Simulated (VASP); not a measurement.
# Ir in VASP: a series of runs

Aim: see how the results for Ir move with the level of theory and the settings. Levels: PBE+TS, PBE+TS-HI, PBE+MBD, PBE+MBD-FI. Tasks: relaxation of the atoms.

Everything below comes from runs of VASP 6.6.1. Logs are shortened: lines on timing, memory, paths and dates and some standing lists are left out, and cuts for length are marked.

## 1. The structure

The cell holds a sheet with vacuum, 1 atom: a = 2.452 Å, b = 2.452 Å, c = 23.800 Å, α = 90.00°, β = 90.00°, γ = 90.00°.

The cell was built by a generator and needn't be a form met in nature.

## 2. Relaxation of the atoms, PBE+TS

Contents of INCAR:

```
PREC = Accurate
ENCUT = 520
EDIFF = 1E-6
ISMEAR = -1
SIGMA = 0.05
LREAL = F
LASPH = T
NELM = 100
ALGO = Normal
ISIF = 2
LWAVE = F
LCHARG = F
LDIPOL = T
IDIPOL = 3
DIPOL = 0.5 0.5 0.294
GGA = PE
IVDW = 2
IBRION = 2
NSW = 40
EDIFFG = -0.02
```

Contents of KPOINTS:

```
regular mesh
0
Gamma
  11 11 1
```

Contents of POSCAR:

```
Ir
1.0
    2.4518400000      0.0000000000      0.0000000000
    0.0000000000      2.4518400000      0.0000000000
    0.0000000000      0.0000000000     23.8000000000
Ir
1
Selective dynamics
Direct
    0.0000000000      0.0000000000      0.2941200000  F F F
```

Potentials or basis: VASP PAW PBE potentials, release 64 (Ir).

Started as:

```console
$ cat potpaw_PBE.64/Ir/POTCAR > POTCAR
$ mpirun -np 1 vasp_std > vasp.out
```

OUTCAR:

```text
PREC = Accurate
   ENCUT = 520
   EDIFF = 1E-6
   ISMEAR = -1
   LREAL = F
   LASPH = T
   NELM = 100
   ISIF = 2
   GGA = PE
   IVDW = 2
   IBRION = 2
   NSW = 40
   EDIFFG = -0.02
  IVDW =   2

 ion  position               nearest neighbor table
   1  0.000  0.000  0.294-

  LATTYP: Found a simple tetragonal cell.
 ALAT       =     2.4518400000
 C/A-ratio  =     9.7069955625

  Lattice vectors:

 A1 = (   2.4518400000,   0.0000000000,   0.0000000000)
 A2 = (   0.0000000000,   2.4518400000,   0.0000000000)
 A3 = (   0.0000000000,   0.0000000000,  23.8000000000)

Analysis of symmetry for initial positions (statically):
=====================================================================
 Subroutine PRICEL returns:
 Original cell was already a primitive cell.

 Routine SETGRP: Setting up the symmetry group for a
 simple tetragonal supercell.

 Subroutine GETGRP returns: Found 16 space group operations
 (whereof  8 operations were pure point group operations)
 out of a pool of 16 trial point group operations.

The static configuration has the point symmetry C_4v.
 The point group associated with its full space group is D_4h.

Analysis of symmetry for dynamics (positions and initial velocities):
=====================================================================
 Subroutine PRICEL returns:
 Original cell was already a primitive cell.

 Routine SETGRP: Setting up the symmetry group for a
 simple tetragonal supercell.

 Subroutine GETGRP returns: Found 16 space group operations
 (whereof  8 operations were pure point group operations)
 out of a pool of 16 trial point group operations.

The dynamic configuration has the point symmetry C_4v.
 The point group associated with its full space group is D_4h.

Analysis of constrained symmetry for selective dynamics:
=====================================================================
 Subroutine PRICEL returns:
 Original cell was already a primitive cell.

 Routine SETGRP: Setting up the symmetry group for a
 simple tetragonal supercell.

 Subroutine GETGRP returns: Found 16 space group operations
 (whereof  8 operations were pure point group operations)
 out of a pool of 16 trial point group operations.

The constrained configuration has the point symmetry C_4v.
 The point group associated with its full space group is D_4h.

 Subroutine INISYM returns: Found 16 space group operations
 (whereof  8 operations are pure point group operations),
 and found     1 'primitive' translations

----------------------------------------------------------------------------------------

                                     Primitive cell
[... 102 lines left out ...]
   IALGO  =     38    algorithm
   IMIX   =      4    mixing-type and parameters
     AMIX     =   0.40;   BMIX     =  1.00
     AMIX_MAG =   1.60;   BMIX_MAG =  1.00
  volume/ion in A,a.u.               =     143.07       965.51
  Fermi-wavevector in a.u.,A,eV,Ry     =   0.651081  1.230365  5.767604  0.423907
  Thomas-Fermi vector in A             =   1.720567
   LORBIT       =      0    0 simple, 1 ext, 2 COOP (PROOUT), +10 PAW based schemes
   GGA     = PE    functional components
   LHFCALC =     F    Hartree Fock is set to
   AEXX    =    0.0000 exact exchange contribution
   IVDW    =     2    specifies the selected vdW correction
   LEPSILON=     F    determine dielectric tensor
   LRPA    =     F    only Hartree local field effects (RPA)
 conjugate gradient relaxation of ions
 non-spin polarized calculation
  energy-cutoff  :      520.00
  volume of cell :      143.07
 maximum number of plane-waves:      3933
   NGX =  9   NGY =  9   NGZ = 89

 number of electron       8.9999999 magnetization

 dipolmoment           0.000000      0.000000     -0.000003 electrons x Angstroem

 Free energy of the ion-electron system (eV)
  ---------------------------------------------------
  ext. energy  EPLUGINS =         0.00000000
  ---------------------------------------------------
  free energy    TOTEN  =        -6.80863655 eV

  energy without entropy =       -6.79297511  energy(sigma->0) =       -6.80080583

 E-fermi :  -4.4664     XC(G=0):  -2.1720

 val. band max:       -4.4822286540   @ k =   0.4545   0.2727   0.0000
 cond. band min:      -4.4531417907   @ k =   0.4545   0.3636   0.0000
 fundamental gap:      0.0290868633
 Fermi energy:        -4.4663686188

 k-point     1 :       0.0000    0.0000    0.0000
  band No.  band energies     occupation
      1     -12.2555      2.00000
      2     -10.8477      2.00000
      3      -6.9981      2.00000
      4      -3.7475      0.00000
      5      -3.7475      0.00000
      6      -3.2441      0.00000
      7      -2.3316      0.00000
      8       1.2558      0.00000
[... 210 lines left out ...]
 k-point    21 :       0.4545    0.4545    0.0000
  band No.  band energies     occupation
      1     -11.0328      2.00000
      2      -7.5208      2.00000
      3      -7.4622      2.00000
      4      -4.1999      0.00965
      5      -0.5757      0.00000
      6       3.0589      0.00000
      7       4.7114      0.00000
      8       7.9576      0.00000

------------------------ aborting loop because EDIFF is reached ----------------------------------------

 vacuum level on the upper side and lower side of the slab       (xc-potential included)        -0.176        -0.154

  Hirshfeld charges:
            ion         q(e)
   ------------------------------
      1     Ir       0.00000000

  Tkatchenko/Scheffler method for vdW energy calculation

  Number of pair interactions contributing to vdW energy:    3556

  Edisp (eV):   -0.09877

  FORCE on cell =-STRESS in cart. coord.  units (eV):
  Direction    XX          YY          ZZ          XY          YZ          ZX
  --------------------------------------------------------------------------------------
  -------------------------------------------------------------------------------------
  Total      -0.23632    -0.23632    -0.00825     0.00000     0.00000     0.00000
  in kB      -2.64637    -2.64637    -0.09244     0.00000     0.00000     0.00000
  external pressure =       -1.80 kB  Pullay stress =        0.00 kB

 VOLUME and BASIS-vectors are now :
 -----------------------------------------------------------------------------
  energy-cutoff  :      520.00
  volume of cell :      143.07
      direct lattice vectors                 reciprocal lattice vectors
     2.451840000  0.000000000  0.000000000     0.407856956  0.000000000  0.000000000
     0.000000000  2.451840000  0.000000000     0.000000000  0.407856956  0.000000000
     0.000000000  0.000000000 23.800000000     0.000000000  0.000000000  0.042016807

 POSITION                                       TOTAL-FORCE (eV/Angst)
 -----------------------------------------------------------------------------------
      0.00000      0.00000      7.00006         0.000000      0.000000      0.000000
 -----------------------------------------------------------------------------------
    total drift:                                0.000000      0.000000     -0.000033

  FREE ENERGIE OF THE ION-ELECTRON SYSTEM (eV)
  ---------------------------------------------------
  free  energy   TOTEN  =        -6.9074035056 eV

  energy  without entropy=       -6.8917420614  energy(sigma->0) =       -6.89957278

 reached required accuracy - stopping structural energy minimisation

 vacuum level on the upper side and lower side of the slab         1.566         1.566
```

CONTCAR:

```text
Ir
   1.00000000000000
     2.4518399999999998    0.0000000000000000    0.0000000000000000
     0.0000000000000000    2.4518399999999998    0.0000000000000000
     0.0000000000000000    0.0000000000000000   23.8000000000000007
  Ir
     1
Selective dynamics
Direct
     0.0000000000000000    0.0000000000000000    0.2941199999999995   F   F   F

  0.00000000E+00  0.00000000E+00  0.00000000E+00
```

Run time: 26 s. Hardware: 1 thread of Intel Xeon Platinum 8488C (Sapphire Rapids), shared host; peak memory 0.24 GiB.

What came out:

```
Free energy                : -6.9074 eV
Band gap on the k mesh     : none (metal or under the smearing width)
Dispersion energy per atom : -0.099 eV
```

Final structure:
```xyz
1
Lattice="2.4518 0.0000 0.0000 0.0000 2.4518 0.0000 0.0000 0.0000 23.8000" Properties=species:S:1:pos:R:3 pbc="T T T"
Ir    0.0000    0.0000    7.0001
```

Caveat: the relaxation stopped at its first step, so nothing moved; atom-pairwise D2, TS and ULG terms overbind metals. The run has no spin-orbit coupling, so splittings on Ir are missing.

## 3. Relaxation of the atoms, PBE+TS-HI

INCAR: that of step 2 with these lines changed.

```diff
@@ -16,3 +16,3 @@
 GGA = PE
-IVDW = 2
+IVDW = 21
 IBRION = 2
```

KPOINTS is that of step 2.

POSCAR is that of step 2.

Potentials or basis: VASP PAW PBE potentials, release 64 (Ir).

Started as:

```console
$ cat potpaw_PBE.64/Ir/POTCAR > POTCAR
$ mpirun -np 1 vasp_std > vasp.out
```

OUTCAR:

```text
PREC = Accurate
   ENCUT = 520
   EDIFF = 1E-6
   ISMEAR = -1
   LREAL = F
   LASPH = T
   NELM = 100
   ISIF = 2
   GGA = PE
   IVDW = 21
   IBRION = 2
   NSW = 40
   EDIFFG = -0.02
  IVDW =  21

 ion  position               nearest neighbor table
   1  0.000  0.000  0.294-

  LATTYP: Found a simple tetragonal cell.
 ALAT       =     2.4518400000
 C/A-ratio  =     9.7069955625

  Lattice vectors:

 A1 = (   2.4518400000,   0.0000000000,   0.0000000000)
 A2 = (   0.0000000000,   2.4518400000,   0.0000000000)
[... 439 lines left out ...]
  Number of pair interactions contributing to vdW energy:    3556

  Edisp (eV):   -0.09607

  FORCE on cell =-STRESS in cart. coord.  units (eV):
  Direction    XX          YY          ZZ          XY          YZ          ZX
  --------------------------------------------------------------------------------------
  -------------------------------------------------------------------------------------
  Total      -0.24762    -0.24762    -0.00825     0.00000     0.00000     0.00000
  in kB      -2.77286    -2.77286    -0.09244     0.00000     0.00000     0.00000
  external pressure =       -1.88 kB  Pullay stress =        0.00 kB

 VOLUME and BASIS-vectors are now :
 -----------------------------------------------------------------------------
  energy-cutoff  :      520.00
  volume of cell :      143.07
      direct lattice vectors                 reciprocal lattice vectors
     2.451840000  0.000000000  0.000000000     0.407856956  0.000000000  0.000000000
     0.000000000  2.451840000  0.000000000     0.000000000  0.407856956  0.000000000
     0.000000000  0.000000000 23.800000000     0.000000000  0.000000000  0.042016807

 POSITION                                       TOTAL-FORCE (eV/Angst)
 -----------------------------------------------------------------------------------
      0.00000      0.00000      7.00006         0.000000      0.000000      0.000000
 -----------------------------------------------------------------------------------
    total drift:                                0.000000      0.000000     -0.000033

  FREE ENERGIE OF THE ION-ELECTRON SYSTEM (eV)
  ---------------------------------------------------
  free  energy   TOTEN  =        -6.9047045548 eV

  energy  without entropy=       -6.8890431107  energy(sigma->0) =       -6.89687383

 reached required accuracy - stopping structural energy minimisation

 vacuum level on the upper side and lower side of the slab         1.566         1.566
```

OSZICAR:

```text
N       E                     dE             d eps       ncg     rms          rms(c)
DAV:   1     0.640598831992E+02    0.64060E+02   -0.27936E+03   336   0.738E+02
DAV:   2    -0.455528743429E+01   -0.68615E+02   -0.59995E+02   512   0.169E+02
DAV:   3    -0.722760721725E+01   -0.26723E+01   -0.25834E+01   472   0.404E+01
DAV:   4    -0.724210431570E+01   -0.14497E-01   -0.14212E-01   416   0.395E+00
DAV:   5    -0.724231819759E+01   -0.21388E-03   -0.21373E-03   488   0.342E-01    0.986E+00
DAV:   6    -0.684592820226E+01    0.39639E+00   -0.15706E+00   592   0.142E+01    0.457E+00
DAV:   7    -0.681290005565E+01    0.33028E-01   -0.95825E-02   408   0.344E+00    0.157E+00
DAV:   8    -0.680856558603E+01    0.43345E-02   -0.77141E-03   520   0.111E+00    0.108E-01
DAV:   9    -0.680856743593E+01   -0.18499E-05   -0.10745E-04   592   0.988E-02    0.287E-02
DAV:  10    -0.680860862960E+01   -0.41194E-04   -0.24713E-05   520   0.359E-02    0.623E-03
DAV:  11    -0.680861723224E+01   -0.86026E-05   -0.17467E-06   544   0.925E-03    0.302E-03
DAV:  12    -0.680862370904E+01   -0.64768E-05   -0.43976E-07   504   0.631E-03    0.195E-03
DAV:  13    -0.680863008575E+01   -0.63767E-05   -0.44254E-07   464   0.340E-03    0.344E-04
DAV:  14    -0.680863296477E+01   -0.28790E-05   -0.39945E-08   480   0.116E-03    0.325E-04
DAV:  15    -0.680863557003E+01   -0.26053E-05   -0.70121E-08   400   0.110E-03    0.120E-04
DAV:  16    -0.680863655191E+01   -0.98188E-06   -0.73065E-09   344   0.371E-04
   1 F= -.69047046E+01 E0= -.68968738E+01  d E =-.690470E+01
```

Wall time 32 s (1 thread of Intel Xeon Platinum 8488C (Sapphire Rapids), shared host); peak memory 0.23 GiB.

What came out:

```
Free energy                : -6.9047 eV
Band gap on the k mesh     : none (metal or under the smearing width)
Dispersion energy per atom : -0.096 eV
```

Final structure:
```cif
data_structure
_symmetry_space_group_name_H-M 'P 1'
_symmetry_Int_Tables_number 1
_cell_length_a 2.4518
_cell_length_b 2.4518
_cell_length_c 23.8000
_cell_angle_alpha 90.000
_cell_angle_beta 90.000
_cell_angle_gamma 90.000
_cell_volume 143.07
loop_
_atom_site_label
_atom_site_type_symbol
_atom_site_fract_x
_atom_site_fract_y
_atom_site_fract_z
_atom_site_occupancy
Ir1 Ir 0.00000 0.00000 0.29412 1
```

Levels at points of the mesh, in eV from the Fermi level:
```csv
k point,band 1,band 2,band 3,band 4,band 5,band 6,band 7,band 8
"(0.00, 0.00, 0.00)",-7.79,-6.38,-2.53,0.72,0.72,1.22,2.13,5.72
```

Caveat: the relaxation stopped at its first step, so nothing moved. The run has no spin-orbit coupling, so splittings on Ir are missing.

## 4. Relaxation of the atoms, PBE+MBD

INCAR: that of step 3 with these lines changed.

```diff
@@ -16,3 +16,3 @@
 GGA = PE
-IVDW = 21
+IVDW = 202
 IBRION = 2
```

KPOINTS is that of step 3.

POSCAR is that of step 3.

Started as:

```console
$ cat potpaw_PBE.64/Ir/POTCAR > POTCAR
$ mpirun -np 1 vasp_std > vasp.out
```

It took 23 s on 1 thread of Intel Xeon Platinum 8488C (Sapphire Rapids), shared host; peak memory 0.23 GiB.

It converged, with:

- Free energy: -7.0359 eV
- Band gap on the k mesh: none (metal or under the smearing width)
- Dispersion energy per atom: -0.227 eV

Final structure:
```
Ir
1.0
     2.45184    0.00000    0.00000
     0.00000    2.45184    0.00000
     0.00000    0.00000   23.80000
Ir
1
Cartesian
  0.0000 0.0000 7.0001
```

Levels at points of the mesh, in eV from the Fermi level:
| k point | band 2 | band 3 | band 4 | band 5 | band 6 | band 7 |
| --- | --- | --- | --- | --- | --- | --- |
| (0.00, 0.00, 0.00) | -6.38 | -2.53 | 0.72 | 0.72 | 1.22 | 2.13 |

Caveat: the relaxation stopped at its first step, so nothing moved. Spin-orbit coupling is left out, which matters for the levels of Ir.

(Part 1 of 2 ends here.)
